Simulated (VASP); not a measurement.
# BN (P6_3/mmc) in VASP: further runs, part 2 of 3

VASP 6.6.1. Earlier steps stand in the parts before.

### 4 Dielectric tensor, PBE

Contents of INCAR:

```
ALGO = Normal
EDIFF = 1E-8
ENCUT = 400
GGA = PE
ISIF = 2
ISMEAR = 0
LASPH = True
LCHARG = False
LEPSILON = True
LREAL = False
LWAVE = False
NELM = 100
PREC = Accurate
SIGMA = 0.1
```

Contents of KPOINTS:

```
k-points
0
Gamma
  10 10 3
```

Contents of POSCAR:

```
BN
1.0
    2.4982400000      0.0000000000      0.0000000000
   -1.2491200000      2.1635393048      0.0000000000
    0.0000000000      0.0000000000      6.6357000000
N B
2 2
Direct
    0.6666666667      0.3333333333      0.2500000000
    0.3333333333      0.6666666667      0.7500000000
    0.6666666667      0.3333333333      0.7500000000
    0.3333333333      0.6666666667      0.2500000000
```

Potentials or basis: VASP PAW PBE potentials, release 64 (N, B).

Launch:

```sh
$ cat potpaw_PBE.64/N/POTCAR potpaw_PBE.64/B/POTCAR > POTCAR
$ mpirun -np 1 vasp_std > vasp.out
```

OUTCAR:

```text
EDIFF = 1E-8
   ENCUT = 400
   GGA = PE
   ISIF = 2
   ISMEAR = 0
   LASPH = True
   LEPSILON = True
   LREAL = False
   NELM = 100
   PREC = Accurate

 Found     28 irreducible k-points:

 Following reciprocal coordinates:
            Coordinates               Weight
  0.000000  0.000000  0.000000      1.000000
  0.100000  0.000000  0.000000      6.000000
  0.200000  0.000000  0.000000      6.000000
  0.300000  0.000000  0.000000      6.000000
  0.400000  0.000000  0.000000      6.000000
  0.500000  0.000000  0.000000      3.000000
   k-points           NKPTS =     28   k-points in BZ     NKDIM =     28   number of bands    NBANDS=     12
   number of dos      NEDOS =    301   number of ions     NIONS =      4
   total plane-waves  NPLWV =  12288
   dimension x,y,z NGX =    16 NGY =   16 NGZ =   48
   dimension x,y,z NGXF=    32 NGYF=   32 NGZF=   96
   ions per type =               2   2
   NGX,Y,Z   is equivalent  to a cutoff of  10.65, 10.65, 12.03 a.u.
   NGXF,Y,Z  is equivalent  to a cutoff of  21.29, 21.29, 24.05 a.u.
 SYSTEM =  unknown system
   PREC   = accura    normal or accurate (medium, high low for compatibility)
   ISTART =      0    job   : 0-new  1-cont  2-samecut
   ICHARG =      2    charge: 1-file 2-atom 10-const
   ISPIN  =      1    spin polarized calculation?
   LNONCOLLINEAR =      F non collinear calculations
   LSORBIT =      F    spin-orbit coupling
   LASPH  =      T    aspherical Exc in radial PAW
   ENCUT  =  400.0 eV  29.40 Ry    5.42 a.u.   4.07  4.07 10.82*2*pi/ulx,y,z
   NELM   =    100;   NELMIN=  2; NELMDL= -5     # of ELM steps
   EDIFF  = 0.1E-07   stopping-criterion for ELM
   LREAL  =      F    real-space projection
   EDIFFG = 0.1E-06   stopping-criterion for IOM
   NSW    =      0    number of steps for IOM
   IBRION =     -1    ionic relax: 0-MD 1-quasi-New 2-CG
   NFREE  =      0    steps in history (QN), initial steepest desc. (CG)
   ISIF   =      2    stress and relaxation
   ISYM   =      2    0-nonsym 1-usesym 2-fastsym
   POTIM  = 0.5000    time-step for ionic-motion
   TEBEG  =    0.0;   TEEND  =   0.0 temperature during run
   PSTRESS=    0.0 pullay stress
   NELECT =      16.0000    total number of electrons
   NUPDOWN=      -1.0000    fix difference up-down
   EMIN   =  10.00;   EMAX   =-10.00  energy-range for DOS
   EFERMI =   0.00;   METHOD = LEGACY
   ISMEAR =     0;   SIGMA  =   0.10  broadening in eV -4-tet -1-fermi 0-gaus
   EFERMI_NEDOS =   21; number of points for ismear=-14 and -15
   IALGO  =     38    algorithm
   IMIX   =      4    mixing-type and parameters
     AMIX     =   0.40;   BMIX     =  1.00
     AMIX_MAG =   1.60;   BMIX_MAG =  1.00
  volume/ion in A,a.u.               =       8.97        60.51
  Fermi-wavevector in a.u.,A,eV,Ry     =   1.250891  2.363842 21.289433  1.564729
  Thomas-Fermi vector in A             =   2.384864
   LORBIT       =      0    0 simple, 1 ext, 2 COOP (PROOUT), +10 PAW based schemes
   GGA     = PE    functional components
   LHFCALC =     F    Hartree Fock is set to
   AEXX    =    0.0000 exact exchange contribution
   IVDW    =     0    specifies the selected vdW correction
   LEPSILON=     T    determine dielectric tensor
   LRPA    =     F    only Hartree local field effects (RPA)
 non-spin polarized calculation
 Gauss-broadening in eV      SIGMA  =   0.10
  energy-cutoff  :      400.00
  volume of cell :       35.87
[... 110 lines left out ...]
  Total        0.5329387      0.5329387     -0.3965961     -0.0000000     -0.0000000      0.0000000
  in kB       23.8068619     23.8068619    -17.7163132     -0.0000000     -0.0000000      0.0000000
  external PRESSURE =       9.9658036 kB  Pullay stress =       0.0000000 kB

 VOLUME and BASIS-vectors are now :
 -----------------------------------------------------------------------------
  energy-cutoff  :      400.00
  volume of cell :       35.87
      direct lattice vectors                 reciprocal lattice vectors
     2.498240000  0.000000000  0.000000000     0.400281798  0.231102804  0.000000000
    -1.249120000  2.163539305  0.000000000     0.000000000  0.462205608  0.000000000
     0.000000000  0.000000000  6.635700000     0.000000000  0.000000000  0.150700002

 POSITION                                       TOTAL-FORCE (eV/Angst)
 -----------------------------------------------------------------------------------
      1.24912      0.72118      1.65892         0.000000      0.000000      0.000000
     -0.00000      1.44236      4.97677        -0.000000      0.000000      0.000000
      1.24912      0.72118      4.97677        -0.000000      0.000000      0.000000
     -0.00000      1.44236      1.65892         0.000000     -0.000000      0.000000
 -----------------------------------------------------------------------------------
    total drift:                                0.000000     -0.000000      0.000000

  FREE ENERGIE OF THE ION-ELECTRON SYSTEM (eV)
  ---------------------------------------------------
  free  energy   TOTEN  =       -35.1341428629 eV

  energy  without entropy=      -35.1341428629  energy(sigma->0) =      -35.13414286

 HEAD OF MICROSCOPIC STATIC DIELECTRIC TENSOR (INDEPENDENT PARTICLE, excluding Hartree and local field effects)
 ------------------------------------------------------
           4.837245     0.000000     0.000000
          -0.000000     4.837245     0.000000
           0.000000    -0.000000     3.015203
 ------------------------------------------------------

 Free energy of the ion-electron system (eV)
  ---------------------------------------------------
  ---------------------------------------------------
  free energy    TOTEN  =        -0.39644744 eV

  energy without entropy =       -0.39644744

------------------------ aborting loop because EDIFF is reached ----------------------------------------

--------------------------------------- Ionic step        2  -------------------------------------------

------------------------ aborting loop because EDIFF is reached ----------------------------------------

--------------------------------------- Ionic step        3  -------------------------------------------

 Free energy of the ion-electron system (eV)
  ---------------------------------------------------
  ---------------------------------------------------
  free energy    TOTEN  =        -0.18690110 eV

  energy without entropy =       -0.18690110

------------------------ aborting loop because EDIFF is reached ----------------------------------------

 PIEZOELECTRIC TENSOR FIELD DIRECTION 3  (e Angst)
 -----------------------------------------------------------------------------
    -0.00030  0.00000 -0.00000           ( -0.00000  0.00000  0.00000)
     0.00000 -0.00030 -0.00000           (  0.00000 -0.00000 -0.00000)
     0.00000 -0.00000  0.00025           (  0.00000 -0.00000 -0.00001)

 PIEZOELECTRIC TENSOR FIELD DIRECTION 3  (C/m^2)
 -----------------------------------------------------------------------------
    -0.00013  0.00000 -0.00000
     0.00000 -0.00013 -0.00000
     0.00000 -0.00000  0.00011

 MACROSCOPIC STATIC DIELECTRIC TENSOR (including local field effects in DFT)
 ------------------------------------------------------
           4.748707     0.000000     0.000000
          -0.000000     4.748707    -0.000000
          -0.000000    -0.000000     2.692101
 ------------------------------------------------------

 PIEZOELECTRIC TENSOR (including local field effects)  for field in x, y, z        (e  Angst)
          XX          YY          ZZ          XY          YZ          ZX
  --------------------------------------------------------------------------------
  x     0.00000     0.00000     0.00000     0.00000     0.00000     0.00000
  y     0.00000     0.00000     0.00000     0.00000     0.00000     0.00000
  z     0.00000     0.00000     0.00000     0.00000     0.00000     0.00000

 PIEZOELECTRIC TENSOR (including local field effects)  for field in x, y, z        (C/m^2)
          XX          YY          ZZ          XY          YZ          ZX
  --------------------------------------------------------------------------------
  x     0.00000     0.00000     0.00000     0.00000     0.00000     0.00000
  y     0.00000     0.00000     0.00000     0.00000     0.00000     0.00000
  z     0.00000     0.00000     0.00000     0.00000     0.00000     0.00000

 BORN EFFECTIVE CHARGES (including local field effects) (in |e|, cummulative output)
 ---------------------------------------------------------------------------------
 ion    1
    1    -2.70359     0.00000     0.00000
    2     0.00000    -2.70359     0.00000
    3     0.00000     0.00000    -0.74197
 ion    2
    1    -2.70359     0.00000     0.00000
    2     0.00000    -2.70359     0.00000
    3    -0.00000     0.00000    -0.74197
 ion    3
    1     2.70359     0.00000     0.00000
    2     0.00000     2.70359     0.00000
    3     0.00000    -0.00000     0.74197
 ion    4
    1     2.70359     0.00000     0.00000
    2     0.00000     2.70359     0.00000
    3    -0.00000     0.00000     0.74197
```

Wall time 86 s (1 thread of AMD EPYC 7R43 (Zen 3), shared host); peak memory 0.13 GiB.

The run converged, but some of its settings lie outside the range that counts as converged, so its numbers aren't taken as properties of the crystal.

Results:

- Band gap on the k mesh: 4.24 eV, indirect (least direct gap 4.68 eV)
- Electronic dielectric tensor (diagonal): 4.75, 4.75, 2.69
- Born charges (mean of the diagonal): N -2.05; B +2.05 e

Caveat: the cutoff is under 1.25 times the usual one of these potentials, so pressure, stress and relaxed cells hold a basis-set (Pulay) error; an odd mesh through Γ misses points on the zone boundary, where band edges often lie; this functional lacks dispersion, which binds the layers, so the pressure and a relaxed spacing across them are unreliable.

### 5 Dielectric tensor, PBE

INCAR: that of step 4 with these lines changed.

```diff
@@ -2,3 +2,3 @@
 EDIFF = 1E-8
-ENCUT = 400
+ENCUT = 460
 GGA = PE
@@ -13,2 +13,2 @@
 PREC = Accurate
-SIGMA = 0.1
+SIGMA = 0.01
```

KPOINTS is that of step 4.

POSCAR is that of step 4.

Potentials or basis: VASP PAW PBE potentials, release 64 (N, B).

Launch:

```sh
$ cat potpaw_PBE.64/N/POTCAR potpaw_PBE.64/B/POTCAR > POTCAR
$ mpirun -np 1 vasp_std > vasp.out
```

OUTCAR:

```text
EDIFF = 1E-8
   ENCUT = 460
   GGA = PE
   ISIF = 2
   ISMEAR = 0
   LASPH = True
   LEPSILON = True
   LREAL = False
   NELM = 100
   PREC = Accurate

 Found     28 irreducible k-points:

 Following reciprocal coordinates:
            Coordinates               Weight
  0.000000  0.000000  0.000000      1.000000
  0.100000  0.000000  0.000000      6.000000
  0.200000  0.000000  0.000000      6.000000
  0.300000  0.000000  0.000000      6.000000
  0.400000  0.000000  0.000000      6.000000
  0.500000  0.000000  0.000000      3.000000
   k-points           NKPTS =     28   k-points in BZ     NKDIM =     28   number of bands    NBANDS=     12
[... 236 lines left out ...]
 MACROSCOPIC STATIC DIELECTRIC TENSOR (including local field effects in DFT)
 ------------------------------------------------------
           4.746425     0.000000     0.000000
           0.000000     4.746425    -0.000000
           0.000000    -0.000000     2.690724
 ------------------------------------------------------

 PIEZOELECTRIC TENSOR (including local field effects)  for field in x, y, z        (e  Angst)
          XX          YY          ZZ          XY          YZ          ZX
  --------------------------------------------------------------------------------
  x     0.00000     0.00000     0.00000     0.00000     0.00000     0.00000
  y     0.00000     0.00000     0.00000     0.00000     0.00000     0.00000
  z     0.00000     0.00000     0.00000     0.00000     0.00000     0.00000

 PIEZOELECTRIC TENSOR (including local field effects)  for field in x, y, z        (C/m^2)
          XX          YY          ZZ          XY          YZ          ZX
  --------------------------------------------------------------------------------
  x     0.00000     0.00000     0.00000     0.00000     0.00000     0.00000
  y     0.00000     0.00000     0.00000     0.00000     0.00000     0.00000
  z     0.00000     0.00000     0.00000     0.00000     0.00000     0.00000

 BORN EFFECTIVE CHARGES (including local field effects) (in |e|, cummulative output)
 ---------------------------------------------------------------------------------
 ion    1
    1    -2.70732     0.00000     0.00000
    2     0.00000    -2.70732     0.00000
    3     0.00000     0.00000    -0.74530
 ion    2
    1    -2.70732     0.00000     0.00000
    2     0.00000    -2.70732     0.00000
    3     0.00000     0.00000    -0.74530
 ion    3
    1     2.70732     0.00000     0.00000
    2     0.00000     2.70732     0.00000
    3    -0.00000     0.00000     0.74530
 ion    4
    1     2.70732     0.00000     0.00000
    2     0.00000     2.70732     0.00000
    3     0.00000     0.00000     0.74530
```

OSZICAR:

```text
N       E                     dE             d eps       ncg     rms          rms(c)
DAV:   1     0.542436543952E+02    0.54244E+02   -0.79061E+03   680   0.112E+03
[... 13 lines left out ...]
RMM:   5    -0.186337268434E+00   -0.56545E-02   -0.49991E-04  1115   0.183E-01    0.115E-02
RMM:   6    -0.186561695201E+00   -0.22443E-03   -0.13485E-05  1128   0.209E-02    0.552E-03
RMM:   7    -0.186832340976E+00   -0.27065E-03   -0.23164E-06  1134   0.128E-02    0.971E-04
RMM:   8    -0.186851915927E+00   -0.19575E-04   -0.12349E-07  1123   0.242E-03    0.317E-04
RMM:   9    -0.186846969029E+00    0.49469E-05   -0.14907E-08  1162   0.884E-04    0.338E-05
RMM:  10    -0.186845550476E+00    0.14186E-05   -0.12697E-09  1004   0.156E-04    0.141E-05
RMM:  11    -0.186845979434E+00   -0.42896E-06   -0.78154E-10   684   0.799E-05    0.352E-06
```

stdout:

```text
POSCAR found type information on POSCAR N B
 POSCAR found :  2 types and       4 ions
 scaLAPACK will be used
 LDA part: xc-table for (Slater+PW92), standard interpolation
 POSCAR, INCAR and KPOINTS ok, starting setup
 FFT: planning ... GRIDC
 FFT: planning ... GRID_SOFT
 FFT: planning ... GRID
 WAVECAR not read
 entering main loop
 Linear response reoptimize wavefunctions to high precision
 Linear response G [H, r] |phi>, progress :
  Direction:   1
 Linear response G [H, r] |phi>, progress :
  Direction:   2
 Linear response G [H, r] |phi>, progress :
  Direction:   3
 Linear response to external field (no local field effect), progress :
  Direction:   1
 dielectric tensor                  component  1 :     5.193     1.047    -0.113
 Linear response to external field (no local field effect), progress :
  Direction:   2
 dielectric tensor                  component  2 :     1.047     4.478    -0.152
 Linear response to external field (no local field effect), progress :
  Direction:   3
 dielectric tensor                  component  3 :    -0.113    -0.152     3.014
 Linear response to external field, progress :
  Direction:   1
 dielectric tensor                  component  1 :     4.746     0.322     0.021
 Linear response to external field, progress :
  Direction:   2
 dielectric tensor                  component  2 :     0.322     4.746    -0.125
 Linear response to external field, progress :
  Direction:   3
 dielectric tensor                  component  3 :    -0.112    -0.151     2.691
 Born effective charges drift removed
```

Wall time 1.9 min (1 thread of AMD EPYC 7R43 (Zen 3), shared host); peak memory 0.14 GiB.

These settings aren't checked as converged: the numbers below hold their error.

Results:

| Item | Value |
| --- | --- |
| Band gap on the k mesh | 4.24 eV, indirect (least direct gap 4.69 eV) |
| Electronic dielectric tensor (diagonal) | 4.75, 4.75, 2.69 |
| Born charges (mean of the diagonal) | N -2.05; B +2.05 e |

Caveat: the cutoff is under 1.25 times the usual one of these potentials, so pressure, stress and relaxed cells hold a basis-set (Pulay) error; an odd mesh through Γ misses points on the zone boundary, where band edges often lie; this functional lacks dispersion, which binds the layers, so the pressure and a relaxed spacing across them are unreliable.

(Continued in part 3 of 3.)
